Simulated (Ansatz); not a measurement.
# Point defect: Hf vacancy in HfO2

Computed with DFT PBE, scalar-relativistic, plane waves, PAW (Ansatz 0.2.0). Run with 420 eV cutoff, 2×2×2 k-mesh, shifted by half a step, Gaussian smearing of 0.01 eV, collinear spin.

Host crystal, relaxed:

```yaml
crystal:
  lattice:
    - [5.29380, 0.00000, 0.00000]
    - [0.00000, 5.06923, 0.00000]
    - [0.00000, 0.00000, 5.10096]
  atoms:
    - { symbol: Hf, position: [0.03262, 0.26629, 0.23999] }
    - { symbol: Hf, position: [0.46738, 0.26629, 0.73999] }
    - { symbol: Hf, position: [0.53262, 0.73371, 0.23999] }
    - { symbol: Hf, position: [0.96738, 0.73371, 0.73999] }
    - { symbol: O, position: [0.36539, 0.06760, 0.38315] }
    - { symbol: O, position: [0.13461, 0.06760, 0.88315] }
    - { symbol: O, position: [0.72918, 0.46281, 0.48986] }
    - { symbol: O, position: [0.77082, 0.46281, 0.98986] }
    - { symbol: O, position: [0.27082, 0.53719, 0.98986] }
    - { symbol: O, position: [0.22918, 0.53719, 0.48986] }
    - { symbol: O, position: [0.86539, 0.93240, 0.38315] }
    - { symbol: O, position: [0.63461, 0.93240, 0.88315] }
```

Supercell of 48 atoms, rows in host cell vectors: 1 -1 -1; -1 -1 1; -1 1 -1. Atoms relax at the host's cell, keeping the symmetry that the supercell leaves at the site. The cell is small, so energies carry finite-size errors of tenths of an eV. The host's Kohn–Sham gap is 4.36 eV. Atoms are taken from and returned to the elements' standard states.

Spin-orbit coupling is left out, which matters for the bands and energies of heavy elements.

Defect: Hf vacancy at (0.033, 0.266, 0.240) of the host cell.

What is the formation energy of the neutral defect?

15.78 eV.

Does the neutral defect carry a moment, and how do its surroundings relax?

It changes the cell's moment by 4.00 μB. The nearest neighbours before are 1 O at 2.04 Å, 1 O at 2.13 Å, 1 O at 2.14 Å, 1 O at 2.15 Å, 1 O at 2.16 Å, 1 O at 2.26 Å, 1 O at 2.28 Å; after relaxation the atoms near the site are 1 O at 2.22 Å, 1 O at 2.27 Å, 1 O at 2.30 Å, 1 O at 2.42 Å, 1 O at 2.45 Å, 1 O at 2.46 Å, 1 O at 2.74 Å; the largest move is 0.74 Å.